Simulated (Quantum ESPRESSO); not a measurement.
A calculation with Quantum ESPRESSO 7.5 of Hg (native input, structure typed inline):

pw.in

```
&CONTROL
  calculation = 'scf'
  prefix = 'pwscf'
  outdir = './tmp'
  pseudo_dir = './pseudo'
  tprnfor = .true.
  tstress = .true.
  disk_io = 'low'
/
&SYSTEM
  ibrav = 0
  nat = 2
  ntyp = 1
  ecutwfc = 60
  nbnd = 28
  occupations = 'smearing'
  smearing = 'fd'
  degauss = 0.00367493
/
&ELECTRONS
  conv_thr = 4d-10
  electron_maxstep = 120
  mixing_beta = 0.5
/
ATOMIC_SPECIES
Hg   200.5920 Hg_ONCV_PBE-1.0.oncvpsp.upf
CELL_PARAMETERS angstrom
   3.4618096384    0.0000000000    0.0000000000
  -1.7309048192    2.9980150899    0.0000000000
   0.0000000000    0.0000000000    5.4875482800
ATOMIC_POSITIONS crystal
Hg     0.3333333333    0.6666666667    0.2500000000
Hg     0.6666666667    0.3333333333    0.7500000000
K_POINTS automatic
9 9 5 0 0 0
```

The input pp_density.in:

```
&INPUTPP
  prefix = 'pwscf'
  outdir = './tmp'
  filplot = 'density.dat'
  plot_num = 0
/
&PLOT
  nfile = 1
  filepp(1) = 'density.dat'
  iflag = 3
  output_format = 6
  fileout = 'density.cube'
/
```

pp_potential.in

```
&INPUTPP
  prefix = 'pwscf'
  outdir = './tmp'
  filplot = 'potential.dat'
  plot_num = 11
/
&PLOT
  nfile = 1
  filepp(1) = 'potential.dat'
  iflag = 3
  output_format = 6
  fileout = 'potential.cube'
/
```

The input pp_elf.in:

```
&INPUTPP
  prefix = 'pwscf'
  outdir = './tmp'
  filplot = 'elf.dat'
  plot_num = 8
/
&PLOT
  nfile = 1
  filepp(1) = 'elf.dat'
  iflag = 3
  output_format = 6
  fileout = 'elf.cube'
/
```

Potentials or basis: SSSP 1.3 efficiency PBE.

Launch:

```console
$ OMP_NUM_THREADS=1 pw.x -in pw.in > pw.out
$ OMP_NUM_THREADS=1 pp.x -in pp_density.in > pp_density.out
$ OMP_NUM_THREADS=1 pp.x -in pp_potential.in > pp_potential.out
$ OMP_NUM_THREADS=1 pp.x -in pp_elf.in > pp_elf.out
```

Problem. Write the same calculation in another form: ASE script, Cartesian positions.

Solution. As run:

File run.py:

```python
import numpy as np
from ase.calculators.espresso import Espresso, EspressoProfile
from ase.io import read

atoms = read('Hg.xyz')

input_data = {
    'control': {'calculation': 'scf', 'prefix': 'pwscf', 'outdir': './tmp', 'tprnfor': True, 'tstress': True, 'disk_io': 'nowf'},
    'system': {'ecutwfc': 60.0, 'nbnd': 28, 'occupations': 'smearing', 'smearing': 'fd', 'degauss': 0.00367493},
    'electrons': {'conv_thr': 4e-10, 'electron_maxstep': 120, 'mixing_beta': 0.5},
}
pseudopotentials = {'Hg': 'Hg_ONCV_PBE-1.0.oncvpsp.upf'}
profile = EspressoProfile(command='pw.x', pseudo_dir='pseudo')
dft = Espresso(profile=profile, input_data=input_data, pseudopotentials=pseudopotentials, kpts=(9, 9, 5), koffset=(0, 0, 0))
atoms.calc = dft

print(f'energy {atoms.get_potential_energy():.8f} eV')
print('forces (eV/A)')
print(np.round(atoms.get_forces(), 6))
print('stress (eV/A^3, Voigt)')
print(np.round(atoms.get_stress(), 8))
print(f'Fermi level {dft.get_fermi_level():.4f} eV')
```

File Hg.xyz:

```xyz
2
Lattice="3.4618096384 0.0000000000 0.0000000000 -1.7309048192 2.9980150899 0.0000000000 0.0000000000 0.0000000000 5.4875482800" Properties=species:S:1:pos:R:3 pbc="T T T"
Hg    -0.0000000002      1.9986767267      1.3718870700
Hg     1.7309048194      0.9993383632      4.1156612100
```

Potentials or basis: SSSP 1.3 efficiency PBE.

Run with:

```console
$ OMP_NUM_THREADS=1 python run.py
```

Both were run:

|  | native input, structure typed inline | ASE script, Cartesian positions |
| --- | --- | --- |
| Pressure | 0.8 GPa | 0.8 GPa |
| Band gap on the k mesh | none (metal or under the smearing width) | none (metal or under the smearing width) |

Keys that steer only the numerical path or the files written may differ.
